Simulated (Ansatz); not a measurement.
**BN: a one-atom displacement scan**

The task, for BN: measure how stiffly atom 5 (N) is held.

Method: DFT r2SCAN, scalar-relativistic, plane waves, PAW, in Ansatz 0.2.0.

## Step 1: Starting point

It takes space group F-43m (No. 216, cubic). The conventional cell has a = 3.626 Å, b = 3.626 Å, c = 3.626 Å, α = 90.00°, β = 90.00°, γ = 90.00°. Around B (site symmetry -43m) lie 4 N at 1.57 Å. N (site symmetry -43m) has 4 B at 1.57 Å in its first shell of neighbours.

Structure file:

```
B N
1.0
     3.62600    0.00000    0.00000
     0.00000   -3.62600    0.00000
     0.00000    0.00000   -3.62600
B N
4 4
Direct
  0.00000 0.50000 0.50000
  0.50000 0.00000 0.50000
  0.50000 0.50000 0.00000
  0.00000 0.00000 0.00000
  0.75000 0.75000 0.75000
  0.25000 0.25000 0.75000
  0.25000 0.75000 0.25000
  0.75000 0.25000 0.25000
```

It goes back to an entry of the Materials Project.

No relaxation comes first: the listed cell is the starting point.

## Step 2: The reference cell

The cell is repeated 4 times, 8 atoms in all. The reference gives a free energy of -2176.0161 eV, pressure -5.16 GPa, largest force 0.000 eV/Å and gap on the mesh 4.99 eV. It was computed beforehand with the settings of the runs below.

## Step 3: Next: a one-atom displacement scan

Atom 5 (N) is moved by x along the Cartesian unit vector (0.000, 0.000, 1.000); the cell and all other atoms stay fixed. Forces below are components along that vector, summed over the moved atoms. In a periodic cell its images move with it.

## Step 4: Point x = -0.200 Å

input.yaml reads:

```yaml
crystal:
  lattice:
    - [3.626002, 0.0, 0.0]
    - [0.0, -3.626002, 0.0]
    - [0.0, 0.0, -3.626002]
  atoms:
    - { symbol: B, position: [0.0, 0.5, 0.5] }
    - { symbol: B, position: [0.5, 0.0, 0.5] }
    - { symbol: B, position: [0.5, 0.5, 0.0] }
    - { symbol: B, position: [0.0, 0.0, 0.0] }
    - { symbol: "N", position: [0.75, 0.75, 0.8051571676] }
    - { symbol: "N", position: [0.25, 0.25, 0.75] }
    - { symbol: "N", position: [0.25, 0.75, 0.25] }
    - { symbol: "N", position: [0.75, 0.25, 0.25] }
basis:
  ecutwfc: 500
kpoints:
  mp_grid: { grid: [6, 6, 6] }
hamiltonian:
  xc: r2scan
scf:
  occupations: { method: gaussian, width: 0.05 }
output:
  forces: true
  stress: true
  eigenvalues: true
```

On the command line:

```console
ansatz run input.yaml --threads 2 --pin off --max-ram 5120MiB --backend cpu --events-out ev --progress --plain --runs-dir out
```

## Step 5: Point x = 0.150 Å

Changes to input.yaml since step 4:

```diff
@@ -10,3 +10,3 @@
     - { symbol: B, position: [0.0, 0.0, 0.0] }
-    - { symbol: "N", position: [0.75, 0.75, 0.8051571676] }
+    - { symbol: "N", position: [0.75, 0.75, 0.7086321243] }
     - { symbol: "N", position: [0.25, 0.25, 0.75] }
```

## Step 6: x = -0.100 Å

Changes to input.yaml since step 5:

```diff
@@ -10,3 +10,3 @@
     - { symbol: B, position: [0.0, 0.0, 0.0] }
-    - { symbol: "N", position: [0.75, 0.75, 0.7086321243] }
+    - { symbol: "N", position: [0.75, 0.75, 0.7775785838] }
     - { symbol: "N", position: [0.25, 0.25, 0.75] }
```

## Step 7: At x = 0.050 Å

Changes to input.yaml since step 6:

```diff
@@ -10,3 +10,3 @@
     - { symbol: B, position: [0.0, 0.0, 0.0] }
-    - { symbol: "N", position: [0.75, 0.75, 0.7775785838] }
+    - { symbol: "N", position: [0.75, 0.75, 0.7362107081] }
     - { symbol: "N", position: [0.25, 0.25, 0.75] }
```

## Step 8: x = 0.175 Å

Changes to input.yaml since step 7:

```diff
@@ -10,3 +10,3 @@
     - { symbol: B, position: [0.0, 0.0, 0.0] }
-    - { symbol: "N", position: [0.75, 0.75, 0.7362107081] }
+    - { symbol: "N", position: [0.75, 0.75, 0.7017374784] }
     - { symbol: "N", position: [0.25, 0.25, 0.75] }
```

## Step 9: x = 0.125 Å

Changes to input.yaml since step 8:

```diff
@@ -10,3 +10,3 @@
     - { symbol: B, position: [0.0, 0.0, 0.0] }
-    - { symbol: "N", position: [0.75, 0.75, 0.7017374784] }
+    - { symbol: "N", position: [0.75, 0.75, 0.7155267703] }
     - { symbol: "N", position: [0.25, 0.25, 0.75] }
```

## Step 10: At x = 0.075 Å

Changes to input.yaml since step 9:

```diff
@@ -10,3 +10,3 @@
     - { symbol: B, position: [0.0, 0.0, 0.0] }
-    - { symbol: "N", position: [0.75, 0.75, 0.7155267703] }
+    - { symbol: "N", position: [0.75, 0.75, 0.7293160622] }
     - { symbol: "N", position: [0.25, 0.25, 0.75] }
```

## Step 11: Point x = 0.025 Å

Changes to input.yaml since step 10:

```diff
@@ -10,3 +10,3 @@
     - { symbol: B, position: [0.0, 0.0, 0.0] }
-    - { symbol: "N", position: [0.75, 0.75, 0.7293160622] }
+    - { symbol: "N", position: [0.75, 0.75, 0.7431053541] }
     - { symbol: "N", position: [0.25, 0.25, 0.75] }
```

(Steps that only read results are left out.)

Q: Predict the outcome of this session.

As calculated:

| quantity | value |
| --- | --- |
| force constant along x, from the points at -0.100, 0 and 0.025 Å | 35.64 eV/Å² |

The restoring force grows by 35.64 eV/Å per Å near the site; for the mass of N against a rigid frame that is a vibration of about 832 cm⁻¹. The undisturbed cell stays the lowest of the sampled points. The gap on the mesh stays between 4.40 and 4.99 eV.
